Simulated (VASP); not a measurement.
# Te2Mo in VASP: further runs, part 2 of 2

VASP 6.6.1. The steps go on from the part before.

### 5 Single point, HSE06, spin-orbit coupling, no magnetisation

POSCAR reads:

```
Te2Mo
1.0
    3.5602328140      0.0000000000      0.0000000000
   -1.7801164070      3.0832520603      0.0000000000
    0.0000000000      0.0000000000     17.5240578200
Te Mo
2 1
Direct
    0.3333333333      0.6666666667      0.1021445500
    0.3333333333      0.6666666667      0.8978554500
    0.0000000000      0.0000000000      0.0000000000
```

INCAR.step1 reads:

```
ALGO = Normal ; EDIFF = 1E-5
ENCUT = 520 ; GGA = PE
GGA_COMPAT = False ; ISIF = 2
ISMEAR = 0 ; KPAR = 4
LASPH = True ; LCHARG = False
LMAXMIX = 4 ; LORBIT = 11
LREAL = False ; LSORBIT = True
LWAVE = True ; MAGMOM = 0 0 0 0 0 0 0 0 0
NELM = 60 ; PREC = Accurate
SIGMA = 0.02
```

INCAR.step2 reads:

```
ALGO = Normal ; EDIFF = 1E-6
ENCUT = 520 ; GGA = PE
GGA_COMPAT = False ; HFSCREEN = 0.2
ISIF = 2 ; ISMEAR = 0
ISTART = 1 ; KPAR = 4
LASPH = True ; LCHARG = False
LHFCALC = True ; LMAXMIX = 4
LORBIT = 11 ; LREAL = False
LSORBIT = True ; LWAVE = False
MAGMOM = 0 0 0 0 0 0 0 0 0 ; NELM = 60
PREC = Accurate ; PRECFOCK = Fast
SIGMA = 0.02
```

KPOINTS reads:

```
k-points
0
Gamma
  6 6 1
```

Potentials or basis: VASP PAW PBE potentials, release 64 (Te, Mo_sv).

Started as:

```
cat potpaw_PBE.64/Te/POTCAR potpaw_PBE.64/Mo_sv/POTCAR > POTCAR
cp INCAR.step1 INCAR
mpirun -np 4 vasp_ncl > vasp.out
cp INCAR.step2 INCAR
mpirun -np 4 vasp_ncl > vasp.out
```

OUTCAR:

```text
EDIFF = 1E-6
   ENCUT = 520
   GGA = PE
   HFSCREEN = 0.2
   ISIF = 2
   ISMEAR = 0
   ISTART = 1
   LASPH = True
   LHFCALC = True
   LORBIT = 11
   LREAL = False
   LSORBIT = True
   NELM = 60
   PREC = Accurate
   PRECFOCK = Fast

 ion  position               nearest neighbor table
   1  0.333  0.667  0.102-   3 2.73   3 2.73   3 2.73   2 3.58
   2  0.333  0.667  0.898-   3 2.73   3 2.73   3 2.73   1 3.58
   3  0.000  0.000  0.000-   1 2.73   2 2.73   1 2.73   2 2.73   1 2.73   2 2.73

  LATTYP: Found a hexagonal cell.
 ALAT       =     3.5602328140
 C/A-ratio  =     4.9221662558

  Lattice vectors:

 A1 = (   3.5602328140,   0.0000000000,   0.0000000000)
 A2 = (  -1.7801164070,   3.0832520603,   0.0000000000)
 A3 = (   0.0000000000,   0.0000000000,  17.5240578200)

Analysis of symmetry for initial positions (statically):
=====================================================================
 Subroutine PRICEL returns:
 Original cell was already a primitive cell.

 Routine SETGRP: Setting up the symmetry group for a
 hexagonal supercell.

 Subroutine GETGRP returns: Found 12 space group operations
 (whereof 12 operations were pure point group operations)
 out of a pool of 24 trial point group operations.

The static configuration has the point symmetry D_3h.

Analysis of symmetry for dynamics (positions and initial velocities):
=====================================================================
 Subroutine PRICEL returns:
 Original cell was already a primitive cell.

 Routine SETGRP: Setting up the symmetry group for a
 hexagonal supercell.

 Subroutine GETGRP returns: Found 12 space group operations
 (whereof 12 operations were pure point group operations)
 out of a pool of 24 trial point group operations.

The dynamic configuration has the point symmetry D_3h.

Analysis of structural, dynamic, and magnetic symmetry:
=====================================================================
 Subroutine PRICEL returns:
 Original cell was already a primitive cell.

 Routine SETGRP: Setting up the symmetry group for a
 hexagonal supercell.

 Subroutine GETGRP returns: Found 12 space group operations
 (whereof 12 operations were pure point group operations)
 out of a pool of 24 trial point group operations.

The overall configuration has the point symmetry D_3h.

 Subroutine INISYM returns: Found 12 space group operations
 (whereof 12 operations are pure point group operations),
 and found     1 'primitive' translations

----------------------------------------------------------------------------------------

                                     Primitive cell

  volume of cell :     192.3633

  direct lattice vectors                    reciprocal lattice vectors
[... 125 lines left out ...]

 number of electron      26.0000000 magnetization       0.0000000      0.0000000     -0.0000000

 Free energy of the ion-electron system (eV)
  ---------------------------------------------------
  ext. energy  EPLUGINS =         0.00000000
  ---------------------------------------------------
  free energy    TOTEN  =       -22.15598732 eV

  energy without entropy =      -22.15598732  energy(sigma->0) =      -22.15598732

 E-fermi :   0.0762     XC(G=0):  -4.0021

 val. band max:       -0.0247851182   @ k =   0.3333   0.3333   0.0000
 cond. band min:       1.2288709220   @ k =   0.3333   0.3333   0.0000
 fundamental gap:      1.2536560402
 Fermi energy:         0.0762055395

 k-point     1 :       0.0000    0.0000    0.0000
  band No.  band energies     occupation
      1     -64.9558      1.00000
      2     -64.9558      1.00000
      3     -39.3188      1.00000
      4     -39.3188      1.00000
      5     -36.8192      1.00000
      6     -36.8192      1.00000
[... 359 lines left out ...]
     33       4.5495      0.00000
     34       4.6344      0.00000

------------------------ aborting loop because EDIFF is reached ----------------------------------------

  FORCE on cell =-STRESS in cart. coord.  units (eV):
  Direction    XX          YY          ZZ          XY          YZ          ZX
  --------------------------------------------------------------------------------------
  -------------------------------------------------------------------------------------
  Total       -1.4976177     -1.4976177     -1.0735569      0.0000000      0.0000000     -0.0000000
  in kB      -12.4735316    -12.4735316     -8.9415655      0.0000000      0.0000000     -0.0000000
  external PRESSURE =     -11.2962096 kB  Pullay stress =       0.0000000 kB

 VOLUME and BASIS-vectors are now :
 -----------------------------------------------------------------------------
  energy-cutoff  :      520.00
  volume of cell :      192.36
      direct lattice vectors                 reciprocal lattice vectors
     3.560232814  0.000000000  0.000000000     0.280880508  0.162166437  0.000000000
    -1.780116407  3.083252060  0.000000000     0.000000000  0.324332873  0.000000000
     0.000000000  0.000000000 17.524057820     0.000000000  0.000000000  0.057064409

 POSITION                                       TOTAL-FORCE (eV/Angst)
 -----------------------------------------------------------------------------------
     -0.00000      2.05550      1.78999        -0.000000     -0.000000     -0.298334
     -0.00000      2.05550     15.73407        -0.000000     -0.000000      0.298334
      0.00000      0.00000      0.00000         0.000000      0.000000      0.000000
 -----------------------------------------------------------------------------------
    total drift:                                0.000000     -0.000000      0.000001

  FREE ENERGIE OF THE ION-ELECTRON SYSTEM (eV)
  ---------------------------------------------------
  free  energy   TOTEN  =       -22.1559873158 eV

  energy  without entropy=      -22.1559873158  energy(sigma->0) =      -22.15598732

 Spin-Orbit-Coupling matrix elements

 Ion:    1  E_soc:     -0.1889332
 l=   1
     0.0000000    -0.0312762    -0.0315321
    -0.0312762     0.0000000    -0.0312762
    -0.0315321    -0.0312762     0.0000000
 l=   2
     0.0000000    -0.0000255     0.0000000    -0.0000255    -0.0001457
    -0.0000255     0.0000000    -0.0000837     0.0000330    -0.0000255
     0.0000000    -0.0000837     0.0000000    -0.0000837     0.0000000
    -0.0000255     0.0000330    -0.0000837     0.0000000    -0.0000255
    -0.0001457    -0.0000255     0.0000000    -0.0000255     0.0000000
 l=   3
     0.0000000     0.0000000     0.0000000     0.0000000     0.0000000     0.0000000     0.0000000
     0.0000000     0.0000000     0.0000000     0.0000000     0.0000000     0.0000000     0.0000000
     0.0000000     0.0000000     0.0000000     0.0000000     0.0000000     0.0000000     0.0000000
     0.0000000     0.0000000     0.0000000     0.0000000     0.0000000     0.0000000     0.0000000
[... 29 lines left out ...]
 l=   2
     0.0000000    -0.0005968     0.0000000    -0.0005968    -0.0050769
    -0.0005968     0.0000000    -0.0025348    -0.0006255    -0.0005968
     0.0000000    -0.0025348     0.0000000    -0.0025348     0.0000000
    -0.0005968    -0.0006255    -0.0025348     0.0000000    -0.0005968
    -0.0050769    -0.0005968     0.0000000    -0.0005968     0.0000000
 l=   3
     0.0000000     0.0000000     0.0000000     0.0000000     0.0000000     0.0000000     0.0000000
     0.0000000     0.0000000     0.0000000     0.0000000     0.0000000     0.0000000     0.0000000
     0.0000000     0.0000000     0.0000000     0.0000000     0.0000000     0.0000000     0.0000000
     0.0000000     0.0000000     0.0000000     0.0000000     0.0000000     0.0000000     0.0000000
     0.0000000     0.0000000     0.0000000     0.0000000     0.0000000     0.0000000     0.0000000
     0.0000000     0.0000000     0.0000000     0.0000000     0.0000000     0.0000000     0.0000000
     0.0000000     0.0000000     0.0000000     0.0000000     0.0000000     0.0000000     0.0000000

 total charge

# of ion       s       p       d       tot
------------------------------------------
    1        1.345   2.113   0.062   3.521
    2        1.345   2.113   0.062   3.521
    3        2.249   6.152   3.919  12.320
--------------------------------------------------
tot          4.940  10.379   4.043  19.361

 magnetization (x)

# of ion       s       p       d       tot
------------------------------------------
    1       -0.000  -0.000   0.000  -0.000
    2       -0.000   0.000   0.000   0.000
    3       -0.000   0.000   0.000  -0.000
--------------------------------------------------
tot         -0.000   0.000   0.000  -0.000

 magnetization (y)

# of ion       s       p       d       tot
------------------------------------------
    1        0.000   0.000   0.000   0.000
    2        0.000  -0.000   0.000  -0.000
    3        0.000   0.000   0.000   0.000
--------------------------------------------------
tot          0.000  -0.000   0.000  -0.000

 magnetization (z)

# of ion       s       p       d       tot
------------------------------------------
    1        0.000   0.000  -0.000   0.000
    2       -0.000   0.000   0.000   0.000
    3       -0.000  -0.000   0.000   0.000
--------------------------------------------------
tot         -0.000   0.000   0.000   0.000
```

Run time: 18 min. Hardware: 4 MPI ranks of Intel Xeon 6975P-C (Granite Rapids), shared host; peak memory 0.93 GiB.

Results:

* Free energy: -22.1560 eV
* Largest force: 0.298 eV/Å
* Valence electrons inside the program's atomic spheres: Te 3.52; Mo 12.32

Forces in eV/Å, atoms in the order of the input:
```
Te   0.000  0.000 -0.298
Te   0.000  0.000  0.298
Mo   0.000  0.000  0.000
```

Caveat: the PAW data sets were made with another functional, which shifts forces and pressure a little.

### 6 Single point, PBE0

POSCAR is that of step 5.

INCAR.step1 reads:

```
SYSTEM = Te2Mo
ALGO = Normal
EDIFF = 1E-5
ENCUT = 600
GGA = PE
ISIF = 2
ISMEAR = 0
LASPH = .TRUE.
LCHARG = .FALSE.
LREAL = .FALSE.
LWAVE = .TRUE.
NBANDS = 21
NELM = 100
NKRED = 1
PREC = Accurate
SIGMA = 0.01
```

INCAR.step2 reads:

```
SYSTEM = Te2Mo
AEXX = 0.25
ALGO = Normal
EDIFF = 1E-6
ENCUT = 600
GGA = PE
ISIF = 2
ISMEAR = 0
ISTART = 1
LASPH = .TRUE.
LCHARG = .FALSE.
LHFCALC = .TRUE.
LREAL = .FALSE.
LWAVE = .FALSE.
NBANDS = 21
NELM = 100
NKRED = 1
PREC = Accurate
PRECFOCK = Fast
SIGMA = 0.01
```

KPOINTS reads:

```
k-points
0
G
  6 6 1
  0 0 0
```

Potentials or basis: VASP PAW PBE potentials, release 64 (Te, Mo_sv).

Started as:

```
cat potpaw_PBE.64/Te/POTCAR potpaw_PBE.64/Mo_sv/POTCAR > POTCAR
cp INCAR.step1 INCAR
mpirun -np 1 vasp_std > vasp.out
cp INCAR.step2 INCAR
mpirun -np 1 vasp_std > vasp.out
```

It took 6.9 min on 1 thread of AMD EPYC 9R45 (Zen 5), shared host; peak memory 0.32 GiB.

These settings aren't checked as converged: the numbers below hold their error.

Results:

```yaml
Free_energy: -24.0193 eV
Largest_force: 0.310 eV/Å
Band_gap_on_the_k_mesh: 2.13 eV, direct
```

Caveat: the PAW data sets were made with another functional, which shifts forces and pressure a little; spin-orbit coupling is left out, which moves the levels of the heavy elements.

### 7 The reference run

An earlier run on the cell as given: functional PBE; potentials or basis VASP PAW PBE potentials, release 64 (Te, Mo_sv); cutoff 520 eV; k mesh 9 × 9 × 2; occupations fermi-dirac, width 0.05 eV; no spin polarisation.

* Largest force: 0.231 eV/Å
* Band gap on the k mesh: 1.05 eV, direct
